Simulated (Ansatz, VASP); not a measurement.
## One calculation of Y, two programs

INCAR

```
PREC     = Accurate       # precision mode
ENCUT    = 520            # plane-wave cutoff, eV
EDIFF    = 1E-6           # SCF threshold, eV
ISMEAR   = -1             # smearing method
SIGMA    = 0.1            # smearing width, eV
LREAL    = F              # projectors in reciprocal space
LASPH    = T              # aspherical terms in the spheres
NELM     = 100            # most SCF steps
ALGO     = Normal         # electronic algorithm
ISIF     = 2              # what is computed and relaxed
LWAVE    = F              # write WAVECAR
LCHARG   = T              # write CHGCAR
GGA      = RE             # functional
LELF     = T              # ELF
LVHAR    = T            
NBANDS   = 12             # bands
```

KPOINTS

```
regular mesh
0
Gamma
  11 11 11
```

File POSCAR:

```
Y
1.0
    3.3538850027      0.0000000000      0.0000000000
    0.0000000000      3.3538850027      0.0000000000
    0.0000000000      0.0000000000      3.3538850027
Y
1
Direct
    0.0000000000      0.0000000000      0.0000000000
```

Input for Ansatz:

```yaml
crystal:
  lattice:
    - [3.3538850027, 0.0, 0.0]
    - [0.0, 3.3538850027, 0.0]
    - [0.0, 0.0, 3.3538850027]
  atoms:
    - { symbol: "Y", position: [0.0, 0.0, 0.0] }
hamiltonian:
  xc: revpbe
  pseudopotentials:
    kind: paw
    azcp:
      "Y": "pseudopotentials/Y.paw.azcp"
basis:
  ecutwfc: 420
  fft_grid_basis: typed
kpoints:
  mp_grid: { grid: [11, 11, 11], shift: [0, 0, 0] }
magnetization:
  spin_polarized: false
scf:
  occupations: { method: fermi_dirac, width: 0.1 }
  lower_state_search: "off"
output:
  stress: true
```

Alike in both runs: task single point; functional revPBE; k mesh 11 × 11 × 11; occupations fermi-dirac, width 0.1 eV; no spin polarisation.

|  | VASP | Ansatz |
| --- | --- | --- |
| version | VASP 6.6.1 | Ansatz 0.2.0 |
| potentials or method | VASP PAW PBE potentials, release 64 (Y_sv) | plane waves (420 eV) with PAW, scalar-relativistic |
| plane-wave cutoff (eV) | 520 | 420 |
| valence electrons in the cell | 11 | 11 |

```tsv
	VASP	Ansatz	Ansatz less VASP
pressure (GPa)	-1.0	-1.0	+0.05
```

With one functional, cell and mesh, what is left measures potentials, basis and numerics.

Caveats: the PAW data sets were made with another functional, which shifts forces and pressure a little (VASP).
